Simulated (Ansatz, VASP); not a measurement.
## Si2Ni: VASP beside Ansatz

```
Ni Si
1.0
     0.00000    2.66647    2.66647
     2.66647    0.00000    2.66647
     2.66647    2.66647    0.00000
Ni Si
1 2
Direct
  0.00000 0.00000 0.00000
  0.75000 0.75000 0.75000
  0.25000 0.25000 0.25000
```

Change from the starting cell: volume scaled by 0.96.

Alike in both runs: task single point; functional PBEsol; k mesh 9 × 9 × 9; occupations fermi-dirac, width 0.05 eV; collinear spin.

|  | VASP | Ansatz |
| --- | --- | --- |
| version | VASP 6.6.1 | Ansatz 0.2.0 |
| potentials or method | VASP PAW PBE potentials, release 64 (Ni, Si), cutoff 520 eV | all-electron LAPW, scalar-relativistic |

Ansatz gave:

| Item | Value |
| --- | --- |
| gap on the k mesh at the Fermi level (eV) | none |
| pressure (GPa) | 5.8 |
| net moment per atom (μB) | 0.00 |

**Question.** Estimate VASP's values.

**Answer.** gap on the k mesh at the Fermi level (eV): none; pressure (GPa): 5.9; net moment per atom (μB): 0.00.

A gap of «none» marks a metal or a gap that the smearing closes. Ansatz ran all-electron here, so the differences hold the error of VASP's frozen core and of both bases.

Caveats: the PAW data sets were made with another functional, which shifts forces and pressure a little (VASP); the starting moments weren't kept (Ansatz).
